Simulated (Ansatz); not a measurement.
Take a crystal in which Cl has been replaced by I on all its sites, with the cell rescaled by a rough guess (in some cases also distorted within its space group) and nothing relaxed:

```cif
data_structure
_symmetry_space_group_name_H-M 'P 1'
_symmetry_Int_Tables_number 1
_cell_length_a 4.5475
_cell_length_b 4.5475
_cell_length_c 4.5475
_cell_angle_alpha 90.000
_cell_angle_beta 90.000
_cell_angle_gamma 90.000
_cell_volume 94.04
loop_
_atom_site_label
_atom_site_type_symbol
_atom_site_fract_x
_atom_site_fract_y
_atom_site_fract_z
_atom_site_occupancy
Cs1 Cs 0.00000 0.00000 0.00000 1
I1 I 0.50000 0.50000 0.50000 1
```

Theory: Ansatz 0.2.0, DFT PBE, scalar-relativistic, plane waves, PAW.

Settings: cutoff 420 eV, Γ-centred mesh 6×6×6 on the computed 2-atom cell, Gaussian smearing of 0.02 eV; no spin polarisation.

(1) What pressure does the cell carry?

(2) Is it a metal on this mesh?

(3) What is its energy against the elements in their standard states?

Spin-orbit coupling is left out, which matters for the bands of heavy elements.

Results:

(1) The pressure is 0.9 GPa (positive in compression), so the cell would expand.

(2) No: the gap is 3.93 eV, the least direct gap 4.02 eV.

(3) -1.530 eV/atom at this unrelaxed geometry, with the elements in the same functional.